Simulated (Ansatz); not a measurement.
These are results of DFT PBE, scalar-relativistic, plane waves, PAW (Ansatz 0.2.0), not measurements. All cells share a 420 eV cutoff and Γ-centred k meshes spaced at most about 0.3 Å⁻¹ (about 0.25 or finer for metals, 2π included). Spin is collinear in cells that carry moments; the others ran without spin or lost their moments.

These are static total energies at zero pressure. All are two-dimensional sheets, periodic along a and b, with vacuum along c.

Task: Order these relaxed structures of Sc by energy, lowest first, with the energy over the lowest of them.
A. (parallel moments up to 1.1 μB) Layer group p6/mmm (No. 80), a = 5.248 Å, b = 5.248 Å, γ = 120.0°, thickness 0.00 Å between the outermost nuclei. Sc at height 0.00 Å has 3 Sc at 3.03 Å.
B. (parallel moments up to 0.6 μB) Layer group p4/mmm (No. 61), a = 2.935 Å, b = 2.935 Å, γ = 90.0°, thickness 0.00 Å between the outermost nuclei. Sc at height 0.00 Å has 4 Sc at 2.94 Å.
C. (no moments) Layer group p4/mmm (No. 61), a = 2.923 Å, b = 2.924 Å, γ = 90.0°, thickness 0.00 Å between the outermost nuclei. Sc at height 0.00 Å has 4 Sc at 2.92 Å.

Result: B (0 meV/atom), C (79 meV/atom), A (871 meV/atom). Counting all near atoms (those within 1.25 times the shortest distance at each site): B has Sc 4; C has Sc 4; A has Sc 3. All come from invented guesses.

Another magnetic order may lie lower. Cells relaxed within their symmetry can be saddle points. Some types were kept out of the candidates beforehand, so the set may lack a known form.
